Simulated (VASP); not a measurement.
From an Ansatz input to VASP: SiO$_{2}$ (strained measured structure)

Ansatz input

```yaml
crystal:
  lattice:
    - [4.185189481, 0.0, 0.0]
    - [0.0, 4.3835674624, 0.0]
    - [0.0, 0.0, 2.6688395692]
  atoms:
    - { symbol: Si, position: [0.0, 0.0, 0.0] }
    - { symbol: Si, position: [0.5, 0.5, 0.5] }
    - { symbol: O, position: [0.3014278946, 0.3164912061, 0.0] }
    - { symbol: O, position: [0.1985721054, 0.8164912061, 0.5] }
    - { symbol: O, position: [0.6985721054, 0.6835087939, 0.0] }
    - { symbol: O, position: [0.8014278946, 0.1835087939, 0.5] }
kpoints:
  mp_grid: { grid: [6, 6, 10] }
  band_path:
    path:
      - [0.0, 0.0, 0.0]
      - [0.0, 0.5, 0.0]
      - [0.5, 0.5, 0.0]
      - [0.0, 0.0, 0.5]
      - [0.0, 0.5, 0.5]
      - [0.5, 0.5, 0.5]
    npoints: 1
hamiltonian:
  xc: pbe
scf:
  occupations: { method: fermi_dirac, width: 0.02 }
  n_extra_bands: 5
output:
  forces: true
  stress: true
  eigenvalues: true
```

Question: Translate this input to VASP.

Answer: 

INCAR

```
NBANDS = 25
ISMEAR = -1
LASPH = .TRUE.
GGA = PE
ISIF = 2
LWAVE = .FALSE.
NSW = 0
LREAL = .FALSE.
LCHARG = .FALSE.
SIGMA = 0.02
IBRION = -1
PREC = Accurate
ENCUT = 520
EDIFF = 1E-7
NELM = 120
```

KPOINTS

```
KPOINTS created by Atomic Simulation Environment
0
Gamma
6 6 10
0 0 0
```

KPOINTS_OPT

```
special points
6
Reciprocal
0.0000000000 0.0000000000 0.0000000000 1
0.0000000000 0.5000000000 0.0000000000 1
0.5000000000 0.5000000000 0.0000000000 1
0.0000000000 0.0000000000 0.5000000000 1
0.0000000000 0.5000000000 0.5000000000 1
0.5000000000 0.5000000000 0.5000000000 1
```

POSCAR

```
Si O
 1.0000000000000000
     4.1851894810000001    0.0000000000000000    0.0000000000000000
     0.0000000000000000    4.3835674624000003    0.0000000000000000
     0.0000000000000000    0.0000000000000000    2.6688395692000002
 Si  O
   2   4
Cartesian
  0.0000000000000000 -0.0000000000000000  0.0000000000000000
  2.0925947405000001  2.1917837311999997  1.3344197845999999
  1.2615328535527421  1.3873605534105093  0.0000000000000000
  0.8310618869472576  3.5791442846105093  1.3344197845999999
  2.9236566274472575  2.9962069089894903  0.0000000000000000
  3.3541275940527422  0.8044231777894902  1.3344197845999999
```

VASP ran with the recommended PBE PAW datasets (32 valence electrons in the cell). Other inputs would serve too.

```json
{"": "gap between bands v and c", "Ansatz": "5.00 eV", "VASP": "4.98 eV"}
{"": "least direct gap", "Ansatz": "5.00 eV", "VASP": "4.98 eV"}
{"": "pressure", "Ansatz": "-1.9 GPa", "VASP": "-1.8 GPa"}
{"": "largest force", "Ansatz": "0.12 eV/Å", "VASP": "0.14 eV/Å"}
```

The two codes use different PAW datasets and cutoffs. VASP's cell holds 32 valence electrons and Ansatz's 32. Ansatz's stress includes a Pulay correction; VASP's doesn't.
